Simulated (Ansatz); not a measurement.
Molecular dynamics on a 2×2×2 supercell (16 atoms) of KBr (Fm-3m), relaxed with r2SCAN. Forces come from PBEsol in Ansatz 0.2.0: a Nosé-Hoover thermostat at fixed volume, 100 K, steps of 1 fs. Computed, non-magnetic; the trajectory is short and the cell small, so nothing here is a converged average.

```yaml
crystal:
  lattice:
    - [0.0, 6.6048773656, 6.6048773656]
    - [6.6048773656, 0.0, 6.6048773656]
    - [6.6048773656, 6.6048773656, 0.0]
  atoms:
    - { symbol: K, position: [0.0, 0.0, 0.0] }
    - { symbol: Br, position: [0.25, 0.25, 0.25] }
    - { symbol: K, position: [0.0, 0.0, 0.5] }
    - { symbol: Br, position: [0.25, 0.25, 0.75] }
    - { symbol: K, position: [0.0, 0.5, 0.0] }
    - { symbol: Br, position: [0.25, 0.75, 0.25] }
    - { symbol: K, position: [0.0, 0.5, 0.5] }
    - { symbol: Br, position: [0.25, 0.75, 0.75] }
    - { symbol: K, position: [0.5, 0.0, 0.0] }
    - { symbol: Br, position: [0.75, 0.25, 0.25] }
    - { symbol: K, position: [0.5, 0.0, 0.5] }
    - { symbol: Br, position: [0.75, 0.25, 0.75] }
    - { symbol: K, position: [0.5, 0.5, 0.0] }
    - { symbol: Br, position: [0.75, 0.75, 0.25] }
    - { symbol: K, position: [0.5, 0.5, 0.5] }
    - { symbol: Br, position: [0.75, 0.75, 0.75] }
kpoints:
  mp_grid: { grid: [2, 2, 2] }
hamiltonian:
  xc: pbesol
scf:
  occupations: { method: fermi_dirac, width: 0.02 }
md:
  ensemble: nvt_nose_hoover
  temperature: 100
  timestep: 1.0
  n_steps: 40
  initial_velocities: maxwell_boltzmann
  seed: 5830
```

Command: `ansatz run input.yaml --threads 4 --pin off --max-ram 3686MiB --backend cpu --events-out ev --progress --plain --runs-dir out`. It took 99 s on 4 threads of Arm Neoverse V2, with other jobs on the host; peak host memory 1.5 GiB.

| step | t (fs) | T (K) | free energy F from step 0 (meV/atom) | kinetic energy (meV/atom) | largest force (eV/Å) |
| --- | --- | --- | --- | --- | --- |
| 0 | 0 | 100 | 0.0 | 12.1 | 0.00 |
| 1 | 1 | 100 | 0.0 | 12.1 | 0.00 |
| 2 | 2 | 100 | 0.0 | 12.1 | 0.01 |
| 3 | 3 | 100 | 0.0 | 12.1 | 0.01 |
| 4 | 4 | 100 | 0.1 | 12.1 | 0.02 |
| 5 | 5 | 99 | 0.1 | 12.0 | 0.02 |
| 6 | 6 | 99 | 0.1 | 12.0 | 0.03 |
| 7 | 7 | 99 | 0.2 | 12.0 | 0.03 |
| 8 | 8 | 98 | 0.2 | 11.9 | 0.04 |
| 9 | 9 | 98 | 0.3 | 11.8 | 0.04 |
| 10 | 10 | 97 | 0.3 | 11.8 | 0.05 |
| 11 | 11 | 97 | 0.4 | 11.7 | 0.05 |
| 12 | 12 | 96 | 0.5 | 11.6 | 0.06 |
| 13 | 13 | 95 | 0.6 | 11.6 | 0.06 |
| 14 | 14 | 95 | 0.6 | 11.5 | 0.07 |
| 15 | 15 | 94 | 0.7 | 11.4 | 0.07 |
| 16 | 16 | 93 | 0.8 | 11.3 | 0.08 |
| 17 | 17 | 92 | 0.9 | 11.2 | 0.08 |
| 18 | 18 | 91 | 1.1 | 11.1 | 0.09 |
| 19 | 19 | 90 | 1.2 | 11.0 | 0.09 |
| 20 | 20 | 89 | 1.3 | 10.8 | 0.09 |
| 21 | 21 | 88 | 1.4 | 10.7 | 0.10 |
| 22 | 22 | 87 | 1.5 | 10.6 | 0.10 |
| 23 | 23 | 86 | 1.7 | 10.4 | 0.11 |
| 24 | 24 | 85 | 1.8 | 10.3 | 0.11 |
| 25 | 25 | 84 | 2.0 | 10.2 | 0.12 |
| 26 | 26 | 83 | 2.1 | 10.0 | 0.12 |
| 27 | 27 | 81 | 2.3 | 9.9 | 0.13 |
| 28 | 28 | 80 | 2.4 | 9.7 | 0.13 |
| 29 | 29 | 79 | 2.6 | 9.6 | 0.14 |
| 30 | 30 | 78 | 2.8 | 9.4 | 0.14 |
| 31 | 31 | 76 | 2.9 | 9.2 | 0.15 |
| 32 | 32 | 75 | 3.1 | 9.1 | 0.15 |
| 33 | 33 | 74 | 3.3 | 8.9 | 0.16 |
| 34 | 34 | 72 | 3.4 | 8.7 | 0.16 |
| 35 | 35 | 71 | 3.6 | 8.6 | 0.16 |
| 36 | 36 | 69 | 3.8 | 8.4 | 0.17 |
| 37 | 37 | 68 | 4.0 | 8.2 | 0.17 |
| 38 | 38 | 66 | 4.2 | 8.1 | 0.18 |
| 39 | 39 | 65 | 4.3 | 7.9 | 0.18 |
| 40 | 40 | 64 | 4.5 | 7.7 | 0.19 |

The temperature goes from 100 K to 64 K in 40 fs. The thermostat hasn't had time to restore it. The atoms start on their lattice sites with kinetic energy alone, so much of it first passes into potential energy. By the last step the atoms have moved 0.08 Å in the root mean square, the drift of the whole cell taken out, 0.12 Å at most.

Positions (Å) and forces (eV/Å) at step 40:
```
K   -0.024   0.074  -0.036     0.069  -0.089   0.075
Br   3.250   3.238   3.316     0.066   0.094   0.001
K    3.271   3.315   0.113     0.042  -0.029  -0.133
Br   6.540   6.601   3.323     0.064   0.024  -0.110
K    3.283   0.006   3.370    -0.005  -0.058  -0.130
Br   6.594   3.311   6.592     0.048   0.024  -0.037
K    6.682   3.310   3.211    -0.081  -0.009   0.104
Br   9.917   6.635   6.581    -0.011  -0.057   0.100
K   -0.036   3.407   3.306     0.018  -0.185  -0.007
Br   3.393   6.564   6.614    -0.135   0.056   0.053
K    3.265   6.633   3.379     0.051  -0.045  -0.078
Br   6.591   9.911   6.603     0.018   0.058  -0.031
K    3.339   3.275   6.543    -0.043   0.064   0.093
Br   6.609   6.559   9.900    -0.009   0.168  -0.021
K    6.635   6.641   6.522    -0.019  -0.038   0.102
Br   9.947   9.902   9.915    -0.071   0.020   0.019
```
